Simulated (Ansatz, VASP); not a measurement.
**Si55C53 (Si_C1): VASP beside Ansatz**

One calculation is typed for both programs; each brings its own data sets. How far apart do they land? The cell is taken from a series of runs on this material, whose earlier steps may have relaxed, scaled, displaced or heated it; both programs get it as it stands.

Method: plane waves, with VASP 6.6.1 beside it; r2SCAN, in Ansatz 0.2.0.

**1. Set-up**

The cell holds 108 atoms: 55 Si and 53 C. Its edges and angles: a = 9.236 Å, b = 9.236 Å, c = 15.108 Å, α = 90.0°, β = 90.0°, γ = 120.0°. It derives from SiC (SiC (P6_3mc)). Nearest the centre at fractional (0.556, 0.444, 0.542): Si31 at 0.03 Å, Si48 at 2.11 Å, Si54 at 2.13 Å, Si29 at 2.14 Å, Si27 at 2.18 Å, C101 at 3.12 Å, C78 at 3.12 Å, C107 at 3.12 Å.

**2. Ansatz: single point, r2SCAN**

Ansatz runs on its PAW soft_1 files.

With cell and atoms fixed, the geometry can't cause a difference; cores, projectors, grids and the points listed under the comparison can.

Input file input.yaml:

```yaml
crystal:
  checkpoint: "../qm2_M2.relax.run"
  host: checkpoint
basis:
  ecutwfc: 500
  xc_grid: 2
hamiltonian:
  xc: r2scan
  pseudopotentials: { kind: paw, azcp: { folder: soft_1 } }
kpoints:
  mp_grid: { grid: [2, 2, 2], shift: [0.5, 0.5, 0.5] }
scf:
  occupations: { method: fermi_dirac, width: 0.01 }
  max_iter: 100
output:
  forces: true
  eigenvalues: true
  charged_corrections: { defect_position: [0.555556, 0.444444, 0.541528] }
checkpoint:
  read: "../qm2_M2.relax.run"
  write: "../qm2_M2.point_neutral.run"
  compress: false
  write_wavefunctions: false
  write_every: 100000
```

Command:

```console
$ ansatz run input.yaml --threads 8 --pin off --max-ram 15073MiB --backend cpu --events-out ev --progress --plain --runs-dir out
```

Numbers of over 12 decimals in the logs are rounded to 6 here.

The program printed:

```text
Warning: checkpoint.read: spin treatment differs: saved collinear, current unpolarized; the saved charge density seeds this run and the saved magnetisation is not carried: this deck is unpolarised; the saved density holds an absolute magnetisation of 2.1e0 μB; saved orbitals and DFT+U occupations are not carried; the saved kinetic-energy density and PAW projector densities are carried summed over spin
checkpoint.read: the saved state was converged at a total charge of -2 e, and this run's is 0 e: a saved density that it takes is scaled to its electron count
crystal.checkpoint: the structure is that of <dir>, a `relax` run, at its step 6: its result, under r2scan at a charge of -2 e; 108 atoms read, 0 with a starting moment; this deck's charge is 0 e; crystal.structure_sha256 for this input is
Engine: ansatz 0.2.0, aarch64-unknown-linux-gnu
Pseudopotentials: kind: paw
Pseudopotential: Si, paw, valence charge 4, recommended cutoff 500 eV (meta_gga), soft_1/Si.paw.azcp
Pseudopotential: C, paw, valence charge 4, recommended cutoff 500 eV (meta_gga), soft_1/C.paw.azcp
Functional definition: r2SCAN
  parameter k0 = 0.174
  parameter k1 = 0.065
  parameter a1 = 4.9479
  exchange = r2scan_x(k0 = k0, k1 = k1, a1 = a1)
  correlation = r2scan_c
Crystal: 108 atoms, lattice volume = 1116.095 Å³
Basis set: ecut = 500 eV, 28399 PW (Γ), exchange–correlation on 144×144×240 points (8 copies of the dense FFT grid, shifted against one another)
Bands: 324, of which v1, the nominal top of the filled ones, is band 216 counted from 1 (215 counted from 0)
Symmetry: 1 space group operations
Space group: P1 (ITA 1), of the structure as read, at distance tolerance 1.0e-4 Å
k-points: 4 of 8 (time reversal used)
Non-local potential: Si, projectors of the file, l = 0: 2, l = 1: 2, l = 2: 1
Non-local potential: C, projectors of the file, l = 0: 2, l = 1: 2, l = 2: 1
PAW form: soft (Blöchl's): semilocal exchange-correlation on the pseudo side does not see the compensation charge
PAW frozen core: Si, regenerated for the run's functional (the file was generated under x = pbe(κ = 0.804, μ = 0.219515), c = pbe(β = 0.066725))
PAW frozen core: C, regenerated for the run's functional (the file was generated under x = pbe(κ = 0.804, μ = 0.219515), c = pbe(β = 0.066725))
PAW one-centre angular grid: Si, 302 points (default); XC on 160 Gauss nodes
PAW one-centre angular grid: C, 302 points (default); XC on 219 of its mesh's 2255 points in the sphere
Initial density: read from a saved state, or passed on in memory by an earlier SCF of this step, an earlier step, the calling program or the single point that the run made first
Initial wavefunctions: pseudopotential atomic-orbital guess
Functional: x = r2scan, c = r2scan; τ floored in thin density (d = 2e-4 eV/Å³)
iter 1 solved again at ethr=1.14e-4 eV; its pass at ethr=3.10e-3 eV (dr2=4.92e-1 eV) is discarded
SCF iter   1: F=—  HF=-48514.838078 eV  |F-HF|=—  |Δ(HF+E_count)|=         —  Δρ=5.99e-3  dr2=4.84e-1  dr2_τ=1.38e-2  ethr=1.14e-4  ⟨swp⟩=6.8  Hψ=8965  notcnv=0
preconditioner: auto → Resta (q_TF=auto, 2.329 Å⁻¹)  ε∞=4.3  [insulator: Δε(μ)=2.043 eV  Ē_g=12.740 eV  σ=0.010 eV  W_gap=1.00  n_scr=244 (ndim 8)  ℏωp=23.1 eV  f_vac=0.000  D(μ)=0.00/eV (n_scr^D=0)  ε∞_Penn≈4.3]
SCF iter   2: F=—  HF=-48514.716366 eV  |F-HF|=—  |Δ(HF+E_count)|=   1.22e-1  Δρ=2.45e-3  dr2=6.88e-2  dr2_τ=4.84e-3  ethr=1.12e-4  ⟨swp⟩=3.8  Hψ=2443  notcnv=0
SCF iter   3: F=—  HF=-48514.723217 eV  |F-HF|=—  |Δ(HF+E_count)|=   6.85e-3  Δρ=8.87e-4  dr2=7.69e-3  dr2_τ=1.70e-4  ethr=1.59e-5  ⟨swp⟩=6.0  Hψ=2925  notcnv=0
SCF iter   4: F=—  HF=-48514.725289 eV  |F-HF|=—  |Δ(HF+E_count)|=   2.07e-3  Δρ=1.01e-4  dr2=8.79e-5  dr2_τ=3.94e-6  ethr=1.78e-6  ⟨swp⟩=3.0  Hψ=2592  notcnv=0
SCF iter   5: F=—  HF=-48514.724864 eV  |F-HF|=—  |Δ(HF+E_count)|=   4.25e-4  Δρ=2.23e-5  dr2=6.49e-6  dr2_τ=4.68e-7  ethr=2.03e-8  ⟨swp⟩=2.0  Hψ=1944  notcnv=0
SCF iter   6: F=—  HF=-48514.724865 eV  |F-HF|=—  |Δ(HF+E_count)|=   1.29e-6  Δρ=5.89e-6  dr2=4.25e-7  dr2_τ=4.77e-8  ethr=1.50e-9  ⟨swp⟩=2.0  Hψ=2034  notcnv=0
SCF iter   7: F=-48514.724865 eV  HF=-48514.724865 eV  |F-HF|=5.88e-9  |Δ(HF+E_count)|=   1.87e-8  Δρ=1.35e-6  dr2=2.32e-8  dr2_τ=2.32e-9  ethr=2.31e-11  ⟨swp⟩=9.0  Hψ=5449  notcnv=0
SCF 1 converged in 7 iterations: F = -48514.724865 eV  dr2 = 2.32e-8
  greatest PAW one-centre occupation: 0.682 electrons in one spin orbital (limit 2), on the Si atom at site 58 (counted from 0), in its partial waves of l = 0
SCF converged after 7 iterations
Free energy (F): -48514.724865 eV
Harris-Foulkes:  -48514.724865 eV  (|F-HF|=5.88e-9)
Internal energy: -48514.724865 eV  (E = F + TS)
E sigma→0 (E₀):  -48514.724865 eV
Fermi energy:    11.070640 eV
--- Per-component energies (eV) ---
  E_band       = 1414.018048
  E_kinetic    = 7204.854784
  E_local      = -5107.457970  (includes V_loc(G=0)·N_el)
  E_nonlocal   = 2384.942494
[...]
k-point 2: bands = [... 212 lower, 9.3165, 9.4679, 9.6862, 10.0394, 12.1075, 12.2126, 12.7124, 12.7318, ... 104 higher]
  k-point 3: bands = [... 212 lower, 9.3121, 9.4955, 9.6674, 10.0449, 12.0942, 12.2232, 12.7220, 12.7231, ... 104 higher]
```

The column dr2 measures how far the density is from self-consistency, as an energy; F and HF (Harris–Foulkes) agree once it is small.

**3. VASP: single point, r2SCAN**

The same cell, functional, mesh and smearing now go to VASP, with its own data sets.

Lines of VASP's logs that name or quote its potential files are left out, and so is its time.

Input file INCAR:

```
SYSTEM = Si55C53
PREC = Accurate
ENCUT = 580
EDIFF = 1E-06
NELM = 120
ISMEAR = -1
SIGMA = 0.01
LREAL = Auto
ALGO = Normal
METAGGA = R2SCAN
LASPH = .TRUE.
NBANDS = 296
LORBIT = 11
LWAVE = .FALSE.
LCHARG = .FALSE.
ISIF = 2
ISYM = 0
GGA_COMPAT = .FALSE.
EFERMI = MIDGAP
LMIXTAU = .TRUE.
KPAR = 4
```

Input file POSCAR:

```
Si55C53
1.0
    9.2359949282      0.0000000000      0.0000000000
   -4.6179974641      7.9986062370      0.0000000000
    0.0000000000      0.0000000000     15.1078644027
Si C
55 53
Direct
    0.1129990978      0.2205068605      0.8331254028
    0.2197230140      0.1106554562      0.3305626188
    0.2229300135      0.1103481552      0.6672141847
[... 1 atom line left out ...]
    0.9993573581      0.0002884503      0.4995343895
[... 2 atom lines left out ...]
    0.2194238684      0.4459758099      0.3307482427
    0.2227221745      0.4442180902      0.6671633777
[... 1 atom line left out ...]
    0.9996866983      0.3345084765      0.4998463779
[... 5 atom lines left out ...]
    0.9992690099      0.6670961491      0.4993218402
[... 1 atom line left out ...]
    0.4445817585      0.2176323704      0.8361025677
    0.5539458785      0.1109070956      0.3306762596
    0.5557142166      0.1103805070      0.6672109562
[... 1 atom line left out ...]
    0.3324835230      0.0003323688      0.4993529002
[... 1 atom line left out ...]
    0.4447337812      0.5552843623      0.8363224261
    0.5544047459      0.4456583521      0.3334824633
    0.5562441772      0.4438760226      0.6857399965
[... 1 atom line left out ...]
    0.3043015638      0.3193849373      0.4936942066
[... 1 atom line left out ...]
    0.5546450152      0.4449822238      0.5436098504
[... 1 atom line left out ...]
    0.5540297119      0.7805395863      0.3307252470
    0.5557451223      0.7773206907      0.6671910994
[... 1 atom line left out ...]
    0.3326339597      0.6669907285      0.4992653857
[... 5 atom lines left out ...]
    0.6650662864      0.9999517976      0.4998411674
[... 1 atom line left out ...]
    0.7823488188      0.5553973520      0.8361182907
    0.8890364039      0.4460099984      0.3306848103
    0.8896150408      0.4442107732      0.6671705507
[... 1 atom line left out ...]
    0.6795201491      0.3199407062      0.4937988490
[... 2 atom lines left out ...]
    0.8893467511      0.7802971860      0.3305563673
    0.8897767832      0.7771621809      0.6672052182
[... 1 atom line left out ...]
    0.6802690439      0.6954885784      0.4937142631
[... 3 atom lines left out ...]
    0.1120849240      0.2215886623      0.7082813736
[... 1 atom line left out ...]
    0.2169073197      0.1057612222      0.5419477026
[... 5 atom lines left out ...]
    0.2168058309      0.4448035879      0.5419565035
[... 2 atom lines left out ...]
    0.9978579258      0.6680115910      0.3738933104
[... 5 atom lines left out ...]
    0.3319839513      0.0021443897      0.3739092946
    0.4424091519      0.2158010573      0.7130509139
[... 1 atom line left out ...]
    0.5541624355      0.1056477852      0.5419846006
[... 2 atom lines left out ...]
    0.3265620985      0.3323719885      0.3702088821
    0.4424266520      0.5577143413      0.7132281519
[... 3 atom lines left out ...]
    0.3319642139      0.6681163275      0.3738064947
[... 2 atom lines left out ...]
    0.5545644415      0.7826653195      0.5420059462
[... 3 atom lines left out ...]
    0.7785163664      0.2215324359      0.7083874266
[... 4 atom lines left out ...]
    0.6673873399      0.3324802439      0.3703198665
    0.7844067415      0.5577708197      0.7130226305
[... 1 atom line left out ...]
    0.8937959940      0.4452455518      0.5419466940
[... 2 atom lines left out ...]
    0.6677635561      0.6735359136      0.3702065797
    0.7785608418      0.8880514629      0.7082717029
[... 1 atom line left out ...]
    0.8937532983      0.7825637105      0.5419126100
    0.7782921381      0.8884398598      0.0416574434
```

Input file KPOINTS:

```
Points of the shifted mesh
8
Reciprocal
 0.2500000000  0.2500000000  0.2500000000 1
 0.2500000000  0.2500000000  0.7500000000 1
 0.2500000000  0.7500000000  0.2500000000 1
 0.2500000000  0.7500000000  0.7500000000 1
 0.7500000000  0.2500000000  0.2500000000 1
 0.7500000000  0.2500000000  0.7500000000 1
 0.7500000000  0.7500000000  0.2500000000 1
 0.7500000000  0.7500000000  0.7500000000 1
```

The projector-augmented-wave data sets are Si and C (PBE family, release 64).

Command:

```console
$ mpirun -np 8 vasp_std
```

The program printed:

```text
[banner, memory and clock lines left out]
running    8 mpi-ranks, on    1 nodes
[...]
|                                                                             |
|           W    W    AA    RRRRR   N    N  II  N    N   GGGG   !!!           |
|           W    W   A  A   R    R  NN   N  II  NN   N  G    G  !!!           |
|           W    W  A    A  R    R  N N  N  II  N N  N  G       !!!           |
|           W WW W  AAAAAA  RRRRR   N  N N  II  N  N N  G  GGG   !            |
|           WW  WW  A    A  R   R   N   NN  II  N   NN  G    G                |
|           W    W  A    A  R    R  N    N  II  N    N   GGGG   !!!           |
|                                                                             |
|     For optimal performance we recommend to set                             |
|       NCORE = 2 up to number-of-cores-per-socket                            |
|     NCORE specifies how many cores store one orbital (NPAR=cpu/NCORE).      |
|     This setting can greatly improve the performance of VASP for DFT.       |
[...]
|               ----> ADVICE to this user running VASP <----                  |
|                                                                             |
|     You enforced a specific xc type in the INCAR file but a different       |
|     [... a line on the potential file left out ...]
|     I HOPE YOU KNOW WHAT YOU ARE DOING!                                     |
|                                                                             |

 LDA part: xc-table for (None), standard interpolation
 POSCAR, INCAR and KPOINTS ok, starting setup
[...]
entering main loop
       N       E                     dE             d eps       ncg     rms          rms(c)
DAV:   1     0.119924648509E+04    0.11992E+04   -0.21724E+05  4736   0.149E+03
DAV:   2    -0.103301490264E+04   -0.22323E+04   -0.20969E+04  5752   0.253E+02
DAV:   3    -0.119495252003E+04   -0.16194E+03   -0.16005E+03  5832   0.626E+01
DAV:   4    -0.119859238847E+04   -0.36399E+01   -0.36229E+01  5720   0.102E+01
[...]
DAV:  25    -0.103808611579E+04    0.18689E-05   -0.20226E-06  3272   0.342E-03    0.258E-02
DAV:  26    -0.103808611835E+04   -0.25650E-05   -0.44427E-06  4544   0.394E-03    0.135E-02
DAV:  27    -0.103808611856E+04   -0.20326E-06   -0.47287E-07  2752   0.209E-03
   1 F= -.10380861E+04 E0= -.10380861E+04  d E =0.000000E+00
```

Parts of OUTCAR (step 3):

```text
  FREE ENERGIE OF THE ION-ELECTRON SYSTEM (eV)
  ---------------------------------------------------
  free  energy   TOTEN  =     -1038.0861185578 eV

  energy  without entropy=    -1038.0861185578  energy(sigma->0) =    -1038.08611856
```

The run ends at a pressure of 2.88 GPa, with forces up to 0.32 eV/Å.

**4. Comparison**

Known differences besides the potentials themselves: VASP keeps PBE cores, Ansatz makes them for the functional; the cutoff is 500 eV in Ansatz and 580 eV in VASP (PREC = Accurate, projectors in real space). Total energies have different zeros and are not compared.

The two programs side by side:

```csv
quantity,Ansatz,VASP,difference
gap on the k mesh (eV),2.049,2.059,-0.010
```

Forces on 9 of the 108 atoms, those with the largest forces and the largest differences (eV/Å; atoms numbered as in POSCAR):

```csv
atom,"Ansatz x, y, z","VASP x, y, z"
Si2,"-0.085, 0.077, 0.218","-0.083, 0.081, 0.215"
Si5,"0.230, -0.141, 0.163","0.231, -0.142, 0.164"
Si13,"0.108, -0.065, 0.226","0.108, -0.065, 0.226"
Si27,"0.027, -0.006, -0.226","0.027, -0.006, -0.259"
Si29,"0.176, 0.056, 0.062","0.203, 0.071, 0.080"
Si48,"-0.021, 0.019, 0.093","-0.048, 0.035, 0.112"
Si51,"-0.094, 0.057, 0.223","-0.096, 0.053, 0.218"
Si54,"0.038, -0.212, 0.060","0.039, -0.244, 0.079"
C97,"-0.188, 0.096, -0.139","-0.190, 0.097, -0.138"
```

The forces differ by 4.6 meV/Å r.m.s., which is 5.6 % of the r.m.s. force of 0.082 eV/Å (both taken over all components). A gap on the mesh is an upper bound, since the band edges may lie between its points.

**5. Results**

| Property | Result |
| --- | --- |
| r.m.s. force difference (single point, r2SCAN) | 4.6 meV/Å |

What this shows: The r.m.s. force difference is 4.6 meV/Å (single point, r2SCAN), within the 12 meV/Å picked in this series as the mark of a large difference. How closely two codes agree says nothing of how well the functional describes the real material.

[Lines on the potential files, build, host, timing and source positions are cut from VASP's logs without a mark.]

[Logs are printed without paths, hosts, clocks, repeated set-up lines and the standing remarks that a program may print on its own settings, such as how far it seeks lower states.]

[Hosts, paths, dates, database ids (printed as entryN), source tags and the programs' standing remarks are cut or masked in the printed files.]
